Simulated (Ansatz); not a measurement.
# CoPtO2 (R-3m) in Ansatz: reference runs

How does CoPtO2 come out in PBE? The cell is run as given and disturbed.

Program: Ansatz 0.2.0. These are calculated values, not measurements. Logs are shortened: lines on timing, memory, paths and dates and some standing lists are left out, and cuts for length are marked.

## 1. Starting point

The structure is trigonal, space group R-3m (No. 166). Conventional cell: a = 2.825 Å, b = 2.825 Å, c = 17.818 Å, α = 90.00°, β = 90.00°, γ = 120.00°. Pt (site symmetry -3m) has 2 O at 2.00 Å as nearest neighbours. Co (site symmetry -3m) is surrounded by 6 O at 1.90 Å. O (site symmetry 3m) is surrounded by 3 Co at 1.90 Å and 1 Pt at 2.00 Å.

The cell is a database's computed one.

## 2. Single point, PBE, collinear spin, ferromagnetic start

input.yaml reads:

```yaml
crystal:
  lattice:
    - [1.4122699173, 0.8153744169, 5.9393891094]
    - [-1.4122699173, 0.8153744169, 5.9393891094]
    - [0.0, -1.6307488338, 5.9393891094]
  atoms:
    - { symbol: Pt, position: [0.0, 0.0, 0.0] }
    - { symbol: Co, position: [0.5, 0.5, 0.5], spin: 2.0 }
    - { symbol: O, position: [0.11224403, 0.11224403, 0.11224403] }
    - { symbol: O, position: [0.88775597, 0.88775597, 0.88775597] }
hamiltonian:
  xc: pbe
  pseudopotentials: { kind: paw }
magnetization:
  spin_polarized: true
kpoints:
  mp_grid: { grid: [11, 11, 11] }
scf:
  occupations: { method: fermi_dirac, width: 0.05 }
output:
  forces: true
  stress: true
  eigenvalues: true
```

Potentials or basis: Ansatz PAW.

Started as:

```console
$ ansatz run input.yaml --threads 2 --pin off --max-ram 5120MiB --backend cpu --events-out ev --progress --plain --runs-dir out
```

Log:

```text
Warning: RAYON_NUM_THREADS=2 ignored (pool sized by the plan → 2); use --threads N
basis.fft_grid_basis auto: the FFT boxes are laid along the combinations [[1, 0, -1], [0, 1, -1], [0, 0, 1]] of the cell's own vectors, 2.825, 2.825 and 6.159 Å long. The dense box has 20×20×45 points. Along the cell's own vectors, as sized, it would have 45×45×45, 5.06 times as many. Of the 12 symmetry operations that the crystal satisfies within crystal.symmetry.tolerance (time reversal apart; of a slab, those that keep its plane) the dense box along the cell's own vectors carries 12, and the one as laid loses 8 of those. basis.fft_grid_basis: typed keeps the cell's own vectors: state it where this run's energies or levels are differenced outside the engine with another run's, or held beside a run that keeps those vectors.
Engine: ansatz 0.2.0, x86_64-unknown-linux-gnu
Pseudopotentials: kind: paw
Pseudopotential: Pt, paw, valence charge 18, recommended cutoff 420 eV (normal), Pt.paw.azcp
Pseudopotential: Co, paw, valence charge 17, recommended cutoff 420 eV (normal), Co.paw.azcp
Pseudopotential: O, paw, valence charge 6, recommended cutoff 420 eV (normal), O.paw.azcp
Functional definition: PBE
  parameter kappa = 0.804
  parameter beta = 0.06672455060314922
  exchange = pbe_x(kappa = kappa, mu = beta*pi^2/3)
  correlation = pbe_c(beta = beta)
Crystal: 4 atoms, lattice volume = 41.036 Å³
Basis set: ecut = 420 eV, 805 PW (Γ), FFT grids on a1−a3, a2−a3, a3, exchange–correlation on 40×40×90 points (8 copies of the dense FFT grid, shifted against one another)
Bands: 30, of which v1, the nominal top of the filled ones, is band 24 counted from 1 (23 counted from 0)
Symmetry: 12 space group operations
Space group: R-3m (ITA 166), of the structure as read, at distance tolerance 3.4e-5 Å
Magnetic group: BNS 166.97 (UNI 1327), of the structure as read, at distance tolerance 3.4e-5 Å
k-points: 146 of 1331
Non-local potential: Pt, projectors of the file, l = 0: 3, l = 1: 2, l = 2: 2, l = 3: 1
Non-local potential: Co, projectors of the file, l = 0: 3, l = 1: 2, l = 2: 3, l = 3: 1
Non-local potential: O, projectors of the file, l = 0: 2, l = 1: 2, l = 2: 1
PAW form: soft (Blöchl's): semilocal exchange-correlation on the pseudo side does not see the compensation charge
PAW one-centre angular grid: Pt, 590 points (default); XC on 64 Gauss nodes
PAW one-centre angular grid: Co, 590 points (default); XC on 64 Gauss nodes
PAW one-centre angular grid: O, 110 points (default); XC on 64 Gauss nodes
Initial density: superposition of atomic densities (chi_scale 0.1, normalization cell, long waves kept (reshape's long-wave potential 0.28 eV rms))
Starting moments: Σ|m| = 2 μB on 1 of 4 sites
Initial wavefunctions: pseudopotential atomic-orbital guess
Functional: x = pbe(κ = 0.804, μ = 0.2195149727645171), c = pbe(β = 0.06672455060314922)
SCF iter   1: F=—  HF=-18780.973357 eV  |F-HF|=—  |Δ(HF+E_count)|=         —  Δρ=1.89e-1 (↑1.01e-1 ↓1.89e-1)  dr2=5.58e0  dr2_m=6.67e0  M=0.012 μB ∫|m|=0.236 μB  β_m=0.30  ethr=3.10e-3  ⟨swp⟩=5.4  Hψ=31420  notcnv=0
Mixer restart at iter 1: flushing history
preconditioner: auto → Kerker (q_TF=auto, 2.791 Å⁻¹)  [metal: Δε(μ)=0.084 eV  Ē_g=11.704 eV  σ=0.050 eV  W_gap=0.38  n_scr=16 (ndim 8)  ℏωp=32.3 eV  f_vac=0.000  D(μ)=0.52/eV (n_scr^D=2)]
spin=Collinear: Kerker preconditioning applied to the charge; magnetization (m = ρ↑ − ρ↓) channel mixes plain (no charge-response kernel on spin).
SCF iter   2: F=—  HF=-18781.996746 eV  |F-HF|=—  |Δ(HF+E_count)|=    1.02e0  Δρ=1.18e-1 (↑9.15e-2 ↓1.18e-1)  dr2=1.62e0  dr2_m=3.52e0  M=0.001 μB ∫|m|=0.175 μB  β_m=0.59  ethr=3.10e-3  ⟨swp⟩=2.2  Hψ=15614  notcnv=0  defer=231
preconditioner: auto → none  [insulator: Δε(μ)=0.262 eV  Ē_g=11.821 eV  σ=0.050 eV  W_gap=0.85  n_scr=16 (ndim 8)  ℏωp=32.3 eV  f_vac=0.000  D(μ)=0.20/eV (n_scr^D=0)  ε∞_Penn≈8.5]
SCF iter   3: F=—  HF=-18783.092622 eV  |F-HF|=—  |Δ(HF+E_count)|=    1.10e0  Δρ=9.00e-2 (↑7.74e-2 ↓9.00e-2)  dr2=1.17e1  dr2_m=1.74e-2  M=0.107 μB ∫|m|=0.164 μB  β_m=0.43  ethr=3.10e-3  ⟨swp⟩=2.0  Hψ=17140  notcnv=0  defer=247
SCF iter   4: F=—  HF=-18782.602863 eV  |F-HF|=—  |Δ(HF+E_count)|=   4.90e-1  Δρ=3.15e-2 (↑3.15e-2 ↓2.45e-2)  dr2=1.78e0  dr2_m=8.65e-3  M=0.000 μB ∫|m|=0.036 μB  β_m=0.34  ethr=3.10e-3  ⟨swp⟩=3.1  Hψ=20287  notcnv=0  defer=168
SCF iter   5: F=—  HF=-18782.420513 eV  |F-HF|=—  |Δ(HF+E_count)|=   1.82e-1  Δρ=1.87e-2 (↑1.87e-2 ↓1.20e-2)  dr2=2.65e-1  dr2_m=4.82e-3  M=-0.001 μB ∫|m|=0.028 μB  β_m=0.39  ethr=3.10e-3  ⟨swp⟩=2.0  Hψ=12504  notcnv=0  defer=396
SCF iter   6: F=—  HF=-18782.428865 eV  |F-HF|=—  |Δ(HF+E_count)|=   8.35e-3  Δρ=8.78e-3 (↑8.78e-3 ↓6.04e-3)  dr2=7.92e-2  dr2_m=9.09e-4  M=-0.000 μB ∫|m|=0.018 μB  β_m=0.70  ethr=5.63e-4  ⟨swp⟩=2.1  Hψ=12552  notcnv=0  defer=369
SCF iter   7: F=—  HF=-18782.446189 eV  |F-HF|=—  |Δ(HF+E_count)|=   1.73e-2  Δρ=2.86e-3 (↑2.86e-3 ↓1.99e-3)  dr2=9.67e-3  dr2_m=8.50e-5  M=0.000 μB ∫|m|=0.005 μB  β_m=0.76  ethr=1.68e-4  ⟨swp⟩=2.2  Hψ=12713  notcnv=0  defer=320
SCF iter   8: F=—  HF=-18782.445870 eV  |F-HF|=—  |Δ(HF+E_count)|=   3.19e-4  Δρ=6.65e-4 (↑6.65e-4 ↓4.42e-4)  dr2=5.96e-4  dr2_m=3.91e-5  M=0.000 μB ∫|m|=0.002 μB  β_m=0.64  ethr=2.06e-5  ⟨swp⟩=2.2  Hψ=11698  notcnv=0  defer=243
SCF iter   9: F=—  HF=-18782.445790 eV  |F-HF|=—  |Δ(HF+E_count)|=   7.98e-5  Δρ=2.70e-4 (↑2.70e-4 ↓1.60e-4)  dr2=7.58e-5  dr2_m=9.70e-6  M=0.000 μB ∫|m|=0.002 μB  β_m=0.81  ethr=1.27e-6  ⟨swp⟩=2.5  Hψ=12790  notcnv=0  defer=243
SCF iter  10: F=—  HF=-18782.445892 eV  |F-HF|=—  |Δ(HF+E_count)|=   1.02e-4  Δρ=9.15e-5 (↑9.15e-5 ↓7.54e-5)  dr2=8.57e-6  dr2_m=1.72e-7  M=-0.000 μB ∫|m|=0.000 μB  β_m=0.72  ethr=1.61e-7  ⟨swp⟩=2.4  Hψ=13213  notcnv=0  defer=241
SCF iter  11: F=—  HF=-18782.445891 eV  |F-HF|=—  |Δ(HF+E_count)|=   3.23e-7  Δρ=3.65e-5 (↑3.65e-5 ↓2.24e-5)  dr2=1.22e-6  dr2_m=7.65e-8  M=-0.000 μB ∫|m|=0.000 μB  β_m=0.81  ethr=1.82e-8  ⟨swp⟩=2.2  Hψ=12661  notcnv=0  defer=241
SCF iter  12: F=—  HF=-18782.445892 eV  |F-HF|=—  |Δ(HF+E_count)|=   3.31e-7  Δρ=7.56e-6 (↑4.59e-6 ↓7.56e-6)  dr2=3.89e-8  dr2_m=4.27e-9  M=-0.000 μB ∫|m|=0.000 μB  β_m=0.82  ethr=2.60e-9  ⟨swp⟩=2.2  Hψ=11559  notcnv=0  defer=241
SCF iter  13: F=—  HF=-18782.445892 eV  |F-HF|=—  |Δ(HF+E_count)|=   2.54e-9  Δρ=1.54e-6 (↑1.24e-6 ↓1.54e-6)  dr2=3.29e-9  dr2_m=2.79e-10  M=-0.000 μB ∫|m|=0.000 μB  β_m=0.81  ethr=8.27e-11  ⟨swp⟩=2.1  Hψ=11440  notcnv=0  defer=241
SCF iter  14: F=-18782.445892 eV  HF=-18782.445892 eV  |F-HF|=1.75e-9  |Δ(HF+E_count)|=  6.55e-11  Δρ=1.12e-6 (↑9.06e-7 ↓1.12e-6)  dr2=1.89e-9  dr2_m=1.49e-11  M=-0.000 μB ∫|m|=0.000 μB  ethr=7.00e-12  ⟨swp⟩=5.3  Hψ=27167  notcnv=0
SCF 1 converged in 14 iterations: F = -18782.445892 eV  dr2 = 1.89e-9
WARN: the starting moments were not kept: the SCF closed with an absolute magnetisation of 4.0e-6 μB, where they sum to 2 μB in size (1 site). That is at most 0.1 of that sum. Measured as dr2_m measures the in/out step, that magnetisation stands 6.2e-12 eV from none, at or under the dr2_threshold of 1.0e-7 eV: it is no larger than a step whose dr2_m would equal this threshold. The system may hold no moment; this SCF shows only that its start led to no more than that. To try another start: raise the starting moments (crystal.atoms[].spin, magnetization.per_species, magnetization.initial_magnetization, or on a non-collinear deck that types none of these the spinor_matrix: blocks that start its atoms; where the total moment is fixed, keep their sum and leave initial_magnetization as it is; typed ones take the place of any that the run laid by itself, positive ones on a crystal's lanthanoids without a Hubbard term where scf.initial_density.shell_occupations: [] is typed) or, if the notice of its spin-set hold's release reads "site moments contracting" or "site moments show no strong build", lengthen the hold (scf.mixing.spin_hold: { on: { confirm: 4 } }; for m-r²SCAN on two components see the key's manual first). Each may lead to a state that holds a moment. A second SCF, from the converged charge density, with the starting moments and any scf.initial_density.shell_occupations laid on it anew, would have followed, and was not run: the deck does not ask for one (magnetization.retry_lost_moments is false, the default). To let it run, set magnetization.retry_lost_moments: true and run the deck again, where that key's refused combinations let it; where memory then withholds it, that run's warning says so.
SCF converged after 14 iterations
Magnetization: -0.0000 μB (23.5000 up, 23.5000 down)
Absolute magnetization: 0.0000 μB (∫|ρ↑−ρ↓|, with the PAW one-centre terms)
Spin contamination: 0.0000 ħ² per cell (⟨S²⟩ above its minimum at these occupations)
Per-site moments (μB) at R_I (Å): [(-1.063614912298689e-9, 0.8249929496042441), (1.0917372070038793e-7, 0.7826291999317879), (-6.118207855766451e-7, 0.782629199931788), (-6.118207856225202e-7, 0.7826291999317879)]
Free energy (F): -18782.445892 eV
Harris-Foulkes:  -18782.445892 eV  (|F-HF|=1.75e-9)
Internal energy: -18782.442387 eV  (E = F + TS)
E sigma→0 (E₀):  -18782.444139 eV
Entropy (-TS):   -0.003504 eV (-0.876 meV/atom)
Fermi energy:    16.644377 eV
--- Per-component energies (eV) ---
  E_band       = -473.374514
  E_kinetic    = 1438.796703
  E_local      = -5687.261142  (includes V_loc(G=0)·N_el)
  E_nonlocal   = 752.092060
  E_hartree    = 2280.533361
  E_xc         = -566.575829
  E_vxc        = -694.176816  (∫ρ·V_xc dr)
  E_paw        = -11283.281328  (= ΣΔE_a)
  E_vpaw       = -843.895834  (= ΣTr[D̂ρ^β])
  E_aug_tail   = 0.005001  (compensation charges beyond the density's cutoff)
  E_ewald      = -5716.751213
  E_smearing   = -0.003504  (= −TS)
  E_closure    = 0.000000  (closes the sum)
  Σ components = -18782.445892   (vs F -18782.445892, Δ=0.00e0)
--- Forces (eV/Å), atoms counted from 1 ---
  atom   1  Pt     0.00000000     0.00000000     0.00000000
  atom   2  Co     0.00000000     0.00000000     0.00000000
  atom   3  O      0.00000000    -0.00000000    -0.09616994
  atom   4  O     -0.00000000     0.00000000     0.09616994
  max |Σ_I F_I| component: 9.25e-18 eV/Å
--- Stress (GPa, compression-positive) ---
        6.340600       0.000000       0.000000
        0.000000       6.340600       0.000000
        0.000000       0.000000       5.120562
  P = ⅓ Tr σ = 5.9339 GPa (59.339 kbar)
--- Band table (eV; the first three rows and the last of 292) ---
  k-point 0 ↑: bands = ["-82.0821", "-79.1307", "-42.4146", "-42.4146", "-42.3867", "-36.7110", "-35.9589", "-35.9589", "-5.0894", "-3.1541", "6.8731", "9.5406", "10.0100", "10.0100", "11.9683", "13.2232", "13.2232", "13.4356", "13.4356", "14.6411", "14.6411", "14.9877", "14.9877", "15.0527", "18.4578", "18.4578", "19.3505", "22.0889", "25.5453", "28.1587"]
  k-point 1 ↑: bands = ["-82.0808", "-79.1301", "-42.4208", "-42.4161", "-42.3858", "-36.7083", "-35.9821", "-35.9647", "-4.9924", "-3.1463", "6.9966", "9.7311", "9.7784", "10.0559", "12.1965", "12.7137", "12.9438", "13.3316", "13.6562", "14.5481", "14.6927", "14.9366", "15.1082", "15.1417", "18.2695", "18.3811", "19.4854", "22.5864", "25.7753", "28.5677"]
  k-point 2 ↑: bands = ["-82.0773", "-79.1285", "-42.4374", "-42.4200", "-42.3832", "-36.7010", "-36.0440", "-35.9801", "-4.7203", "-3.1287", "7.3260", "9.2408", "10.1798", "10.3020", "11.7458", "12.4366", "12.4540", "13.1501", "14.1133", "14.2266", "14.6957", "14.9493", "15.2931", "15.4894", "17.8884", "18.1950", "19.7513", "23.7604", "26.4074", "29.5993"]
  k-point 145 ↓: bands = ["-82.0808", "-79.1301", "-42.4208", "-42.4161", "-42.3857", "-36.7084", "-35.9821", "-35.9647", "-4.7508", "-3.5211", "8.5895", "9.0656", "9.9634", "10.1979", "10.5971", "12.0500", "12.3837", "13.3096", "13.6448", "14.7059", "14.7819", "15.5282", "15.8602", "15.8603", "17.8225", "17.9847", "20.6057", "21.6025", "25.7031", "28.2979"]
```

Run time: 25 s. Hardware: 2 threads of Intel Xeon at 2.70GHz, shared host; peak memory 0.57 GiB.

Results:

```yaml
Free_energy: -18782.4459 eV
Pressure: 5.9 GPa
Largest_force: 0.096 eV/Å
Band_gap_on_the_k_mesh: none (metal or under the smearing width)
Net_moment: 0.00 μB per cell
Absolute_moment: 0.00 μB per cell
```

Forces on the atoms (eV/Å):
```
Pt   0.000  0.000  0.000
Co   0.000  0.000  0.000
O    0.000  0.000 -0.096
O    0.000  0.000  0.096
```

Stress tensor (GPa, compression positive):
```
6.34 0.00 0.00
0.00 6.34 0.00
0.00 0.00 5.12
```

Levels at points of the mesh, in eV from the Fermi level:
Spin up:
| k point | band 21 | band 22 | band 23 | band 24 | band 25 | band 26 | band 27 | band 28 |
| --- | --- | --- | --- | --- | --- | --- | --- | --- |
| (0.00, 0.00, 0.00) | -2.00 | -1.66 | -1.66 | -1.59 | 1.81 | 1.81 | 2.71 | 5.44 |
Spin down:
```csv
k point,band 22,band 23,band 24,band 25,band 26,band 27
"(0.00, 0.00, 0.00)",-1.66,-1.66,-1.59,1.81,1.81,2.71
```

Caveat: the starting moments collapsed, and a magnetic state may lie lower; the pressure holds a Pulay correction of +0.7 GPa for the finite cutoff; semilocal functionals often make such compounds metallic where correlation or magnetic order opens a gap, which also shifts bond lengths; the starting moments weren't kept. With open d or f shells a metallic result of PBE can be an artefact of self-interaction; +U or a hybrid may open a gap.

## 3. Single point, PBE, collinear spin, ferromagnetic start (atoms moved at random, drawn with an rms of 0.05 Å)

input.yaml reads:

```yaml
crystal:
  lattice:
    - [1.4122699173, 0.8153744169, 5.9393891094]
    - [-1.4122699173, 0.8153744169, 5.9393891094]
    - [0.0, -1.6307488338, 5.9393891094]
  atoms:
    - { symbol: Pt, position: [-0.003123, -0.008481, 0.017939] }
    - { symbol: Co, position: [0.498211, 0.496543, 0.516482], spin: 2.0 }
    - { symbol: O, position: [0.104507, 0.110929, 0.117353] }
    - { symbol: O, position: [0.87229, 0.891035, 0.896858] }
hamiltonian:
  xc: pbe
  pseudopotentials: { kind: paw }
magnetization:
  spin_polarized: true
kpoints:
  mp_grid: { grid: [11, 11, 11] }
scf:
  occupations: { method: fermi_dirac, width: 0.05 }
output:
  forces: true
  stress: true
  eigenvalues: true
  write_density: true
  write_potential: true
  elf: true
  volumetric_format: npy
```

Potentials or basis: Ansatz PAW.

Started as:

```console
$ ansatz run input.yaml --threads 2 --pin off --max-ram 5120MiB --backend cpu --events-out ev --progress --plain --runs-dir out
```

Run time: 4 min. Hardware: 2 threads of Intel Xeon at 2.70GHz, shared host; peak memory 1.5 GiB.

It converged, with:

```
Free energy            : -18782.2966 eV
Pressure               : 7.4 GPa
Largest force          : 2.410 eV/Å
Band gap on the k mesh : none (metal or under the smearing width)
Net moment             : 0.00 μB per cell
Absolute moment        : 0.00 μB per cell
```

Forces in eV/Å, atoms in the order of the input:
```
Pt  -0.218  0.152 -1.203
Co  -0.665  0.327 -2.294
O    0.245 -0.265  1.708
O    0.638 -0.214  1.788
```

Stress tensor (GPa, compression positive):
```
 7.15 -0.63  0.82
-0.63  7.38  0.29
 0.82  0.29  7.56
```

Levels at points of the mesh, in eV from the Fermi level:
Spin up:
```csv
k point,band 20,band 21,band 22,band 23,band 24,band 25,band 26,band 27,band 28,band 29
"(0.00, 0.00, 0.00)",-1.98,-1.90,-1.62,-1.58,-1.49,1.80,1.87,2.68,5.53,8.87
```
Spin down:
```csv
k point,band 21,band 22,band 23,band 24,band 25,band 26,band 27,band 28
"(0.00, 0.00, 0.00)",-1.90,-1.62,-1.58,-1.49,1.80,1.87,2.68,5.53
```

Caveat: the starting moments collapsed, and a magnetic state may lie lower; the pressure holds a Pulay correction of +0.7 GPa for the finite cutoff; semilocal functionals often make such compounds metallic where correlation or magnetic order opens a gap, which also shifts bond lengths; the starting moments weren't kept.
